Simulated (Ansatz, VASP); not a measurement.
## BaTiO3 in VASP and in Ansatz

File INCAR:

```
PREC = Accurate ; ENCUT = 520
EDIFF = 1E-7 ; ISMEAR = 1
SIGMA = 0.05 ; LREAL = F
LASPH = T ; NELM = 150
ALGO = Normal ; ISIF = 2
LWAVE = F ; LCHARG = T
LMAXMIX = 4 ; LDAU = T
LDAUTYPE = 2 ; LDAUL = -1 2 -1
LDAUU = 0 6 0 ; LDAUJ = 0 0 0
LDAUPRINT = 1 ; GGA = PE
LELF = T ; LVHAR = T
NBANDS = 28
```

KPOINTS

```
regular mesh
0
Gamma
  6 6 6
```

The input POSCAR:

```
BaTiO3
1.0
    3.9998000000      0.0000000000      0.0000000000
    0.0000000000      3.9998000000      0.0000000000
    0.0000000000      0.0000000000      4.0180000000
Ba Ti O
1 1 3
Direct
    0.0000000000      0.0000000000      0.0000000000
    0.5000000000      0.5000000000      0.4900000000
    0.5000000000      0.5000000000      0.0190000000
    0.5000000000      0.0000000000      0.5170000000
    0.0000000000      0.5000000000      0.5170000000
```

Input for Ansatz:

```yaml
crystal:
  lattice:
    - [3.9998, 0.0, 0.0]
    - [0.0, 3.9998, 0.0]
    - [0.0, 0.0, 4.018]
  atoms:
    - { symbol: Ba, position: [0.0, 0.0, 0.0] }
    - { symbol: Ti, position: [0.5, 0.5, 0.49] }
    - { symbol: O, position: [0.5, 0.5, 0.019] }
    - { symbol: O, position: [0.5, 0.0, 0.517] }
    - { symbol: O, position: [0.0, 0.5, 0.517] }
basis:
  ecutwfc: 421.77648681281397
kpoints:
  mp_grid:
    grid: [6, 6, 6]
    shift: [0.0, 0.0, 0.0]
hamiltonian:
  xc: pbe
  hubbard:
    - { species: Ti, l: d, u_eff: 6.0 }
scf:
  occupations:
    method: cold
    width: 0.05
output:
  eigenvalues: true
```

Alike in both runs: task single point; functional PBE; k mesh 6 × 6 × 6; no spin polarisation; Hubbard terms Ti d U = 6.0 eV.

```csv
,VASP,Ansatz
version,VASP 6.6.1,Ansatz 0.2.0
potentials or method,"VASP PAW PBE potentials, release 64 (Ba_sv, Ti_sv, O)","plane waves, PAW"
plane-wave cutoff (eV),520,422
occupations,"methfessel-paxton of order 1, width 0.05 eV","cold, width 0.05 eV"
valence electrons in the cell,40,40
```

```tsv
	VASP	Ansatz	Ansatz less VASP
gap on the k mesh at the Fermi level (eV)	2.52	2.60	+0.079
```

The programs project onto different local orbitals, so the same U acts differently.

Caveats: spin-orbit coupling is left out, which moves the levels of the heavy elements. A k mesh can miss the band edges.
